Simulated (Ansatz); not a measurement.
## BN under strains and displacements

These are results of DFT PBE, scalar-relativistic, plane waves, PAW in Ansatz, not measurements.

Cutoff 420 eV; k points 12×12×6 on the computed 4-atom cell (Γ-centred); Gaussian smearing, width 0.02 eV; no spin polarisation.

Reference cell:

```xyz
4
Lattice="2.5539 0.0000 0.0000 -1.2770 2.2118 0.0000 0.0000 0.0000 4.2269" Properties=species:S:1:pos:R:3 pbc="T T T"
B     1.2770    0.7373    4.2257
B     0.0000    1.4745    2.1123
N     1.2770    0.7373    2.6430
N     0.0000    1.4745    0.5295
```

Each variant moves atoms of this cell by the vectors given, if any (Å), and then applies a symmetric strain (tensor components, Cartesian axes). The reference cell isn't relaxed at this level. Energies are per atom at zero smearing, counted from the lowest variant. Pressure is positive in compression.

1. strain (xx yy zz yz xz xy, %) 5.23 5.23 -0.77 0.00 0.00 0.00; moves: B1 (0.000, 0.000, 0.100); B2 (0.000, 0.000, 0.100); N3 (0.000, 0.000, -0.100); N4 (0.000, 0.000, -0.100)
2. no strain; moves: N4 (-0.137, -0.121, -0.328)
3. strain (xx yy zz yz xz xy, %) 1.93 1.93 4.93 0.00 0.00 0.00; moves: B1 (0.000, 0.000, -0.100); B2 (0.000, 0.000, -0.100); N3 (0.000, 0.000, 0.100); N4 (0.000, 0.000, 0.100)
4. strain (xx yy zz yz xz xy, %) 0.77 0.77 6.77 0.00 0.00 0.00; moves: B1 (0.000, 0.000, 0.150); B2 (0.000, 0.000, 0.150); N3 (0.000, 0.000, -0.150); N4 (0.000, 0.000, -0.150)
5. strain (xx yy zz yz xz xy, %) 7.00 7.00 1.00 0.00 0.00 0.00; moves: B1 (0.000, 0.000, -0.060); B2 (0.000, 0.000, -0.060); N3 (0.000, 0.000, 0.060); N4 (0.000, 0.000, 0.060)

Order the variants by energy, lowest first.

4 (0.0 meV/atom), 5 (24.8 meV/atom), 1 (35.5 meV/atom), 3 (98.1 meV/atom), 2 (365.1 meV/atom).

Order them by pressure, highest first.

2 (25.52 GPa), 4 (-3.42 GPa), 3 (-20.12 GPa), 1 (-25.62 GPa), 5 (-33.17 GPa).

This wurtzite form isn't the usual stable structure of the compound.